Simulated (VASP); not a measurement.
Input of a VASP 6.6.1 run:

INCAR

```
PREC = Accurate
ENCUT = 520
EDIFF = 1E-6
ISMEAR = 0
SIGMA = 0.015
LREAL = F
LASPH = T
NELM = 60
ALGO = Normal
ISIF = 2
LWAVE = F
LCHARG = F
GGA = PE
```

The input KPOINTS:

```
regular mesh
0
Gamma
  9 9 2
```

File POSCAR:

```
MoSe2
1.0
    3.2880000000      0.0000000000      0.0000000000
   -1.6440000000      2.8474915276      0.0000000000
    0.0000000000      0.0000000000     12.9000000000
Mo Se
2 4
Direct
    0.6666666667      0.3333333333      0.7500000000
    0.3333333333      0.6666666667      0.2500000000
    0.6666666667      0.3333333333      0.3750000000
    0.3333333333      0.6666666667      0.8750000000
    0.6666666667      0.3333333333      0.1250000000
    0.3333333333      0.6666666667      0.6250000000
```

Potentials or basis: VASP PAW PBE potentials, release 64 (Mo_sv, Se).

Launch:

```bash
$ cat potpaw_PBE.64/Mo_sv/POTCAR potpaw_PBE.64/Se/POTCAR > POTCAR
$ mpirun -np 1 vasp_std > vasp.out
```

What does it give for the band gap on the k mesh?

0.88 eV, indirect (least direct gap 1.38 eV).

Predict the largest force.

1.145 eV/Å.

Forces on the atoms (eV/Å):
```
Mo   0.000  0.000  0.000
Mo   0.000  0.000  0.000
Se   0.000  0.000  1.145
Se   0.000  0.000  1.145
Se   0.000  0.000 -1.145
Se   0.000  0.000 -1.145
```

Caveat: an odd mesh through Γ misses points on the zone boundary, where band edges often lie; the cell's inner coordinates are idealised or old, which leaves forces on the atoms. Expect the measured gap to be larger: semilocal functionals such as PBE lack the derivative discontinuity.
